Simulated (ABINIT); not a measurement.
Runs of ABINIT 10.8.3 (patched build) on PbSe (Clausthalite). The structure is cubic, space group Fm-3m (No. 225). The conventional cell has a = 6.121 Å, b = 6.121 Å, c = 6.121 Å, α = 90.00°, β = 90.00°, γ = 90.00°. Around Pb (site symmetry m-3m) lie 6 Se at 3.06 Å. Around Se (site symmetry m-3m) lie 6 Pb at 3.06 Å. 

| task | level | potentials or basis | cutoff (eV) | fine-grid cutoff | gap on the mesh (eV) | pressure (GPa) | V0 of scaled cells (Å³/atom) | B0 (GPa) |
| --- | --- | --- | --- | --- | --- | --- | --- | --- |
| band structure | r2SCAN | JTH PAW PBE v2.0 sp | 490 | 979.61 eV | (b) | 1.5 | - | - |
| band structure | SOGGA | JTH PAW PBE v2.0 | 463 | 925.187 eV | 0.15 | - | - | - |
| band structure | LDA-PZ | JTH PAW LDA v2.0 sp | 408 | 816.342 eV | (a) | -2.1 | - | - |
| equation of state | LDA-VWN | JTH PAW LDA v2.0 | 463 | 925.187 eV | - | - | 27.52 | 58 |
| equation of state | PBEsol | JTH PAW PBE v2.0 | 327 | 653.073 eV | - | - | 28.43 | (c) |

Alike in all rows: no spin polarisation; cell as given; k mesh 8 × 8 × 8; smearing fermi-dirac 0.05 eV.

Fill in the values left out.

(a) 0.20; (b) 0.60; (c) 53.

Caveats: the PAW data sets were made with another functional, which shifts forces and pressure a little (some runs); spin-orbit coupling is left out, which as a rule narrows the gap of such compounds by several tenths of an eV (some runs); this set keeps more shells in the core, which shifts pressures and gaps (some runs); pressures at fixed basis lie under the slope of the energies (some runs).

A k mesh can miss the band edges, and the runs leave out spin-orbit coupling on Pb, Se.

The runs don't all hold the same shells in valence.

Runs at the PBE level aren't shown here.
